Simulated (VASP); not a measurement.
Runs of VASP 6.6.1 on PbSe (Clausthalite). The structure is cubic, space group Fm-3m (No. 225). The conventional cell has a = 6.121 Å, b = 6.121 Å, c = 6.121 Å, α = 90.00°, β = 90.00°, γ = 90.00°. Pb (site symmetry m-3m) has 6 Se at 3.06 Å as nearest neighbours. Se (site symmetry m-3m) is surrounded by 6 Pb at 3.06 Å. 

```tsv
task	level	cell	cutoff (eV)	smearing	gap on the mesh (eV)	pressure (GPa)	relaxed volume (Å³/atom)
relaxation of cell and atoms	vdW-DF-cx	relaxed	600	fermi-dirac 0.05 eV	0.26	0.1	-
relaxation of cell and atoms	rev-vdW-DF2	relaxed	600	fermi-dirac 0.05 eV	0.34	0.0	(b)
relaxation of cell and atoms	optB86b-vdW	relaxed	600	fermi-dirac 0.05 eV	0.35	0.0	29.22
relaxation of cell and atoms	vdW-DF	relaxed	600	fermi-dirac 0.05 eV	0.71	0.0	31.71
single point	PBE	as given	520	gaussian 0.013 eV	0.29	(a)	-
```

Alike in all rows: potentials or basis VASP PAW PBE potentials, release 64 (Pb_d, Se); no spin polarisation; k mesh 8 × 8 × 8.

Problem. Fill in the values left out.

Solution. (a) 2.4; (b) 29.35.

Caveats: spin-orbit coupling is left out, which as a rule narrows the gap of such compounds by several tenths of an eV; the PAW data sets were made with another functional, which shifts forces and pressure a little (some runs); the relaxation stopped at its first step, so nothing moved (some runs); the volume moved by +11 % from the deposited cell, more than functionals usually miss (some runs).

A k mesh can miss the band edges, and the runs leave out spin-orbit coupling on Pb, Se.
